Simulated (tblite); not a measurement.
Compound: methylenecyclopropane, C₄H₆.
SMILES with atom numbers: `[CH2:1]=[C:2]1[CH2:3][CH2:4]1` (hydrogens: H5, H6 on C1; H7, H8 on C3; H9, H10 on C4)

Computed with GFN2-xTB (tblite), gas phase: Langevin dynamics at 300 K from the optimised GFN2-xTB geometry, time step 0.5 fs, friction 0.01 fs⁻¹, 2000 steps. The instantaneous temperature is 2·E(kin)/(3Nk) with all 3N coordinates.

```csv
t (fs),T (K),E(pot) above start (eV),C1=C2 (Å),C2–C3 (Å),C3–C4 (Å),C2–C4 (Å),C1–H5 (Å)
0,254,0.000,1.307,1.464,1.518,1.464,1.079
50,256,0.163,1.280,1.463,1.492,1.473,1.081
100,143,0.283,1.275,1.495,1.533,1.443,1.103
150,194,0.214,1.304,1.498,1.553,1.477,1.058
200,262,0.172,1.312,1.452,1.510,1.472,1.088
250,205,0.351,1.309,1.501,1.462,1.487,1.055
300,227,0.339,1.303,1.482,1.520,1.496,1.099
350,217,0.241,1.295,1.468,1.581,1.464,1.072
400,266,0.221,1.287,1.448,1.524,1.514,1.082
450,225,0.172,1.313,1.457,1.491,1.426,1.062
500,194,0.161,1.321,1.450,1.512,1.497,1.098
550,269,0.150,1.315,1.445,1.512,1.484,1.086
600,312,0.313,1.338,1.495,1.555,1.396,1.025
650,282,0.247,1.303,1.416,1.540,1.501,1.101
700,349,0.263,1.306,1.474,1.495,1.456,1.113
750,245,0.301,1.310,1.501,1.474,1.456,1.043
800,133,0.460,1.280,1.431,1.527,1.497,1.137
850,338,0.222,1.293,1.474,1.556,1.430,1.039
900,337,0.312,1.330,1.486,1.542,1.463,1.109
950,241,0.185,1.332,1.451,1.499,1.465,1.101
1000,348,0.136,1.309,1.473,1.498,1.457,1.059
```

**Question.** From 500 fs on, how do temperature and potential energy compare with equipartition?

**Answer.** The mean temperature of these 11 frames is 277 K against the target 300 K, and the mean potential energy 0.25 eV against 24 × kT/2 = 0.31 eV for 24 classical harmonic modes. For 10 atoms in a canonical ensemble the temperature itself scatters by T·√(2/(3N)) = 77 K; here its standard deviation is 66 K. The whole run lasts only 10 friction times of 100 fs, so these averages carry a wide statistical error.

**Question.** What are the kinetic and total energies of the listed frame with the highest potential energy?

**Answer.** The one at 800 fs, 0.460 eV above the start. Its kinetic energy is 3NkT/2 = 0.172 eV at 133 K, so the sum is 0.63 eV; over the listed frames the sum runs from 0.33 to 0.75 eV, since the thermostat adds and removes energy.

**Question.** How much do the listed bonds fluctuate from 500 fs on?

**Answer.** 
```
 bond  at the start (Å)  mean (Å)  standard deviation (Å)
C1=C2             1.307     1.312                   0.017
C2–C3             1.464     1.463                   0.026
C3–C4             1.518     1.519                   0.026
C2–C4             1.464     1.464                   0.030
C1–H5             1.079     1.083                   0.034
```

The motion is classical and holds no zero-point motion.

The cost below is that of the whole dynamics run. Time: 4.5 s wall; peak memory 0.18 GiB. Hardware: Intel Xeon Platinum 8488C, one thread, shared host.
